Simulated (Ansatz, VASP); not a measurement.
# Al2Au: VASP beside Ansatz

File INCAR:

```
PREC     = Accurate       # precision mode
ENCUT    = 520            # plane-wave cutoff, eV
EDIFF    = 1E-7           # SCF threshold, eV
ISMEAR   = -1             # smearing method
SIGMA    = 0.05           # smearing width, eV
LREAL    = False          # projectors in reciprocal space
LASPH    = True           # aspherical terms in the spheres
NELM     = 80             # most SCF steps
ALGO     = Normal         # electronic algorithm
ISIF     = 2              # what is computed and relaxed
LWAVE    = False          # write WAVECAR
LCHARG   = False          # write CHGCAR
GGA      = PS             # functional
NBANDS   = 16             # bands
```

KPOINTS

```
regular mesh
0
Gamma
  8 8 8
```

File POSCAR:

```
Al2Au
1.0
    0.0000000000      3.0000000000      3.0000000000
    3.0000000000      0.0000000000      3.0000000000
    3.0000000000      3.0000000000      0.0000000000
Au Al
1 2
Direct
    0.0000000000      0.0000000000      0.0000000000
    0.7500000000      0.7500000000      0.7500000000
    0.2500000000      0.2500000000      0.2500000000
```

The input input.yaml:

```yaml
crystal:
  lattice:
    - [0.0, 3.0, 3.0]
    - [3.0, 0.0, 3.0]
    - [3.0, 3.0, 0.0]
  atoms:
    - { symbol: Au, position: [0.0, 0.0, 0.0] }
    - { symbol: Al, position: [0.75, 0.75, 0.75] }
    - { symbol: Al, position: [0.25, 0.25, 0.25] }
hamiltonian:
  xc: pbesol
  pseudopotentials: { kind: paw }
kpoints:
  mp_grid: { grid: [8, 8, 8] }
scf:
  occupations: { method: fermi_dirac, width: 0.05 }
output:
  forces: true
  stress: true
  eigenvalues: true
  write_density: true
  write_potential: true
  elf: true
  volumetric_format: npy
```

Alike in both runs: task single point; functional PBEsol; k mesh 8 × 8 × 8; occupations fermi-dirac, width 0.05 eV; no spin polarisation.

|  | VASP | Ansatz |
| --- | --- | --- |
| version | VASP 6.6.1 | Ansatz 0.2.0 |
| potentials or method | VASP PAW PBE potentials, release 64 (Au, Al) | Ansatz PAW |
| plane-wave cutoff (eV) | 520 | 420 |
| valence electrons in the cell | 17 | 25 |

|  | VASP | Ansatz | Ansatz less VASP |
| --- | --- | --- | --- |
| gap on the k mesh at the Fermi level (eV) | none | none | - |
| pressure (GPa) | -0.1 | 0.1 | +0.17 |

A gap of «none» marks a metal or a gap that the smearing closes. The two sets of potentials don't hold the same shells in valence.

Caveats: the PAW data sets were made with another functional, which shifts forces and pressure a little (VASP); the PAW data sets come from PBE, with cores solved anew for the run's functional, which leaves a small shift of forces and pressure (Ansatz). The runs have no spin-orbit coupling, so splittings on Au are missing.
